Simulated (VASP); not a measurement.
# SiC (F-43m) in VASP: notebook

Runs on SiC. Level: PBEsol. Tasks: relaxation of cell and atoms.

Program: VASP 6.6.1. These are calculated values, not measurements. Logs are shortened: lines on timing, memory, paths and dates and some standing lists are left out, and cuts for length are marked.

## Step 1: Starting point

Symmetry: F-43m, No. 216, cubic system. Conventional cell: a = 4.358 Å, b = 4.358 Å, c = 4.358 Å, α = 90.00°, β = 90.00°, γ = 90.00°. Si (site symmetry -43m) has 4 C at 1.89 Å as nearest neighbours. Around C (site symmetry -43m) lie 4 Si at 1.89 Å.

## Step 2: Relaxation of cell and atoms, PBEsol

The input, INCAR:

```
SYSTEM = SiC
PREC = Accurate
ENCUT = 600
EDIFF = 1E-6
ISMEAR = 0
SIGMA = 0.03
LREAL = .FALSE.
LASPH = .TRUE.
NELM = 80
ALGO = Normal
ISIF = 3
LWAVE = .FALSE.
LCHARG = .FALSE.
GGA = PS
IBRION = 2
NSW = 90
EDIFFG = -0.01
```

The input, KPOINTS:

```
Automatic mesh
0
G
  10 10 10
  0 0 0
```

The input, POSCAR:

```
SiC
1.0
    0.0000000000      2.1790000000      2.1790000000
    2.1790000000      0.0000000000      2.1790000000
    2.1790000000      2.1790000000      0.0000000000
Si C
1 1
Direct
    0.0000000000      0.0000000000      0.0000000000
    0.2500000000      0.2500000000      0.2500000000
```

Potentials or basis: VASP PAW PBE potentials, release 64 (Si, C).

On the command line:

```bash
$ cat potpaw_PBE.64/Si/POTCAR potpaw_PBE.64/C/POTCAR > POTCAR
$ mpirun -np 1 vasp_std > vasp.out
```

OUTCAR:

```text
SYSTEM = SiC
   PREC = Accurate
   ENCUT = 600
   EDIFF = 1E-6
   ISMEAR = 0
   LREAL = .FALSE.
   LASPH = .TRUE.
   NELM = 80
   ISIF = 3
   GGA = PS
   IBRION = 2
   NSW = 90
   EDIFFG = -0.01

 ion  position               nearest neighbor table
   1  0.000  0.000  0.000-   2 1.89   2 1.89   2 1.89   2 1.89
   2  0.250  0.250  0.250-   1 1.89   1 1.89   1 1.89   1 1.89

  LATTYP: Found a face centered cubic cell.
 ALAT       =     4.3580000000

  Lattice vectors:

 A1 = (   0.0000000000,   2.1790000000,   2.1790000000)
 A2 = (   2.1790000000,   0.0000000000,   2.1790000000)
 A3 = (   2.1790000000,   2.1790000000,   0.0000000000)

Analysis of symmetry for initial positions (statically):
=====================================================================
 Subroutine PRICEL returns:
 Original cell was already a primitive cell.

 Routine SETGRP: Setting up the symmetry group for a
 face centered cubic supercell.

 Subroutine GETGRP returns: Found 24 space group operations
 (whereof 24 operations were pure point group operations)
 out of a pool of 48 trial point group operations.

The static configuration has the point symmetry T_d .

Analysis of symmetry for dynamics (positions and initial velocities):
=====================================================================
 Subroutine PRICEL returns:
 Original cell was already a primitive cell.

 Routine SETGRP: Setting up the symmetry group for a
 face centered cubic supercell.

 Subroutine GETGRP returns: Found 24 space group operations
 (whereof 24 operations were pure point group operations)
 out of a pool of 48 trial point group operations.

The dynamic configuration has the point symmetry T_d .

 Subroutine INISYM returns: Found 24 space group operations
 (whereof 24 operations are pure point group operations),
 and found     1 'primitive' translations

----------------------------------------------------------------------------------------

                                     Primitive cell

  volume of cell :      20.6920

  direct lattice vectors                    reciprocal lattice vectors
     0.000000000  2.179000000  2.179000000    -0.229463056  0.229463056  0.229463056
     2.179000000  0.000000000  2.179000000     0.229463056 -0.229463056  0.229463056
     2.179000000  2.179000000  0.000000000     0.229463056  0.229463056 -0.229463056
[... 89 lines left out ...]
   NFREE  =      1    steps in history (QN), initial steepest desc. (CG)
   ISIF   =      3    stress and relaxation
   ISYM   =      2    0-nonsym 1-usesym 2-fastsym
   POTIM  = 0.5000    time-step for ionic-motion
   TEBEG  =    0.0;   TEEND  =   0.0 temperature during run
   PSTRESS=    0.0 pullay stress
   NELECT =       8.0000    total number of electrons
   NUPDOWN=      -1.0000    fix difference up-down
   EMIN   =  10.00;   EMAX   =-10.00  energy-range for DOS
   EFERMI =   0.00;   METHOD = LEGACY
   ISMEAR =     0;   SIGMA  =   0.03  broadening in eV -4-tet -1-fermi 0-gaus
   EFERMI_NEDOS =   21; number of points for ismear=-14 and -15
   IALGO  =     38    algorithm
   IMIX   =      4    mixing-type and parameters
     AMIX     =   0.40;   BMIX     =  1.00
     AMIX_MAG =   1.60;   BMIX_MAG =  1.00
  volume/ion in A,a.u.               =      10.35        69.82
  Fermi-wavevector in a.u.,A,eV,Ry     =   1.192626  2.253736 19.352338  1.422357
  Thomas-Fermi vector in A             =   2.328660
   LORBIT       =      0    0 simple, 1 ext, 2 COOP (PROOUT), +10 PAW based schemes
   GGA     = PS    functional components
   LHFCALC =     F    Hartree Fock is set to
   AEXX    =    0.0000 exact exchange contribution
   IVDW    =     0    specifies the selected vdW correction
   LEPSILON=     F    determine dielectric tensor
   LRPA    =     F    only Hartree local field effects (RPA)
 conjugate gradient relaxation of ions
 non-spin polarized calculation
 Gauss-broadening in eV      SIGMA  =   0.03
  energy-cutoff  :      600.00
  volume of cell :       20.69
 maximum number of plane-waves:       701
 NGX is ok and might be reduce to    28
   NGX = 13   NGY = 13   NGZ = 13

 number of electron       8.0000000 magnetization

 Free energy of the ion-electron system (eV)
  ---------------------------------------------------
  ext. energy  EPLUGINS =         0.00000000
  ---------------------------------------------------
  free energy    TOTEN  =       -15.91610820 eV

  energy without entropy =      -15.91610820  energy(sigma->0) =      -15.91610820

 E-fermi :   8.1959     XC(G=0): -11.5049

 val. band max:        8.0558600555   @ k =   0.0000   0.0000   0.0000
 cond. band min:       9.2901437799   @ k =   0.5000   0.5000   0.0000
 fundamental gap:      1.2342837245
 Fermi energy:         8.1958529689

 k-point     1 :       0.0000    0.0000    0.0000
  band No.  band energies     occupation
      1      -7.3681      2.00000
      2       8.0559      2.00000
      3       8.0559      2.00000
      4       8.0559      2.00000
      5      14.2427      0.00000
      6      15.2991      0.00000
      7      15.2991      0.00000
      8      15.2991      0.00000
[... 243 lines left out ...]
 k-point    24 :       0.4000    0.3000    0.0000
  band No.  band energies     occupation
      1      -4.2085      2.00000
      2       2.4698      2.00000
      3       4.8720      2.00000
      4       5.4097      2.00000
      5      10.8127      0.00000
      6      13.5681      0.00000
      7      19.6090      0.00000
      8      19.9187      0.00000

 [... further k-points ...]

------------------------ aborting loop because EDIFF is reached ----------------------------------------

  FORCE on cell =-STRESS in cart. coord.  units (eV):
  Direction    XX          YY          ZZ          XY          YZ          ZX
  --------------------------------------------------------------------------------------
  -------------------------------------------------------------------------------------
  Total        0.0058220      0.0058220      0.0058220     -0.0000000     -0.0000000      0.0000000
  in kB        0.4507972      0.4507972      0.4507972     -0.0000000     -0.0000000      0.0000000
  external PRESSURE =       0.4507972 kB  Pullay stress =       0.0000000 kB

 VOLUME and BASIS-vectors are now :
 -----------------------------------------------------------------------------
  energy-cutoff  :      600.00
  volume of cell :       20.69
      direct lattice vectors                 reciprocal lattice vectors
     0.000000000  2.179000000  2.179000000    -0.229463056  0.229463056  0.229463056
     2.179000000  0.000000000  2.179000000     0.229463056 -0.229463056  0.229463056
     2.179000000  2.179000000  0.000000000     0.229463056  0.229463056 -0.229463056

 POSITION                                       TOTAL-FORCE (eV/Angst)
 -----------------------------------------------------------------------------------
      0.00000      0.00000      0.00000        -0.000000     -0.000000     -0.000000
      1.08950      1.08950      1.08950         0.000000      0.000000      0.000000
 -----------------------------------------------------------------------------------
    total drift:                               -0.000000     -0.000000     -0.000000

  FREE ENERGIE OF THE ION-ELECTRON SYSTEM (eV)
  ---------------------------------------------------
  free  energy   TOTEN  =       -15.9161082006 eV

  energy  without entropy=      -15.9161082006  energy(sigma->0) =      -15.91610820

 reached required accuracy - stopping structural energy minimisation
```

It took 8.5 s on 1 thread of Intel Xeon 6975P-C (Granite Rapids), shared host; peak memory 0.15 GiB.

What came out:

```yaml
Free_energy: -15.9161 eV
Pressure_after_relaxing: 0.0 GPa
Band_gap_on_the_k_mesh: 1.23 eV, indirect (least direct gap 4.44 eV)
```

Final structure:
```
CELL_PARAMETERS angstrom
0.00000 2.17900 2.17900
2.17900 0.00000 2.17900
2.17900 2.17900 0.00000
ATOMIC_POSITIONS crystal
Si 0.00000 0.00000 0.00000
C 0.25000 0.25000 0.25000
```

Levels at points of the mesh, in eV from the valence-band top:
```tsv
k point	band 2	band 3	band 4	band 5	band 6	band 7
(0.00, 0.00, 0.00)	0.00	0.00	0.00	6.19	7.24	7.24
(0.50, 0.00, 0.00)	-8.60	-1.06	-1.06	5.37	7.14	7.14
(0.50, 0.50, 0.00)	-7.83	-3.21	-3.21	1.23	4.20	13.95
```

Caveat: the relaxation stopped at its first step, so nothing moved; the PAW data sets were made with another functional, which shifts forces and pressure a little. Expect the measured gap to be larger: semilocal functionals such as PBEsol lack the derivative discontinuity.

## Step 3: Relaxation of cell and atoms, PBEsol

INCAR: that of step 2 with these lines changed.

```diff
@@ -3,3 +3,3 @@
 ENCUT = 600
-EDIFF = 1E-6
+EDIFF = 1E-7
 ISMEAR = 0
@@ -16,2 +16,2 @@
 NSW = 90
-EDIFFG = -0.01
+EDIFFG = -0.005
```

KPOINTS is that of step 2.

The input, POSCAR:

```
SiC                                     
1.0
    0.0000000000      2.1790000000      2.1790000000
    2.1790000000      0.0000000000      2.1790000000
    2.1790000000      2.1790000000      0.0000000000
  Si              C             
     1     1
Direct
     0.0000000000000000    0.0000000000000000    0.0000000000000000
     0.2500000000000000    0.2500000000000000    0.2500000000000000
```

Potentials or basis: VASP PAW PBE potentials, release 64 (Si, C).

On the command line:

```bash
$ cat potpaw_PBE.64/Si/POTCAR potpaw_PBE.64/C/POTCAR > POTCAR
$ mpirun -np 1 vasp_std > vasp.out
```

Run time: 7.5 s. Hardware: 1 thread of Intel Xeon 6975P-C (Granite Rapids), shared host; peak memory 0.15 GiB.

The run converged. Its results:

| Property | Result |
| --- | --- |
| Free energy | -15.9161 eV |
| Pressure after relaxing | 0.0 GPa |
| Band gap on the k mesh | 1.23 eV, indirect (least direct gap 4.44 eV) |

Final structure:
```cif
data_structure
_symmetry_space_group_name_H-M 'P 1'
_symmetry_Int_Tables_number 1
_cell_length_a 3.0816
_cell_length_b 3.0816
_cell_length_c 3.0816
_cell_angle_alpha 60.000
_cell_angle_beta 60.000
_cell_angle_gamma 60.000
_cell_volume 20.69
loop_
_atom_site_label
_atom_site_type_symbol
_atom_site_fract_x
_atom_site_fract_y
_atom_site_fract_z
_atom_site_occupancy
Si1 Si 0.00000 0.00000 0.00000 1
C1 C 0.25000 0.25000 0.25000 1
```

Levels at points of the mesh, in eV from the valence-band top:
```csv
k point,band 1,band 2,band 3,band 4,band 5,band 6,band 7,band 8
"(0.00, 0.00, 0.00)",-15.42,0.00,0.00,0.00,6.19,7.24,7.24,7.24
"(0.50, 0.00, 0.00)",-11.82,-8.60,-1.06,-1.06,5.37,7.14,7.14,9.92
"(0.50, 0.50, 0.00)",-10.36,-7.83,-3.21,-3.21,1.23,4.20,13.95,13.95
```

Caveat: the relaxation stopped at its first step, so nothing moved; the PAW data sets were made with another functional, which shifts forces and pressure a little. Expect the measured gap to be larger: semilocal functionals such as PBEsol lack the derivative discontinuity.
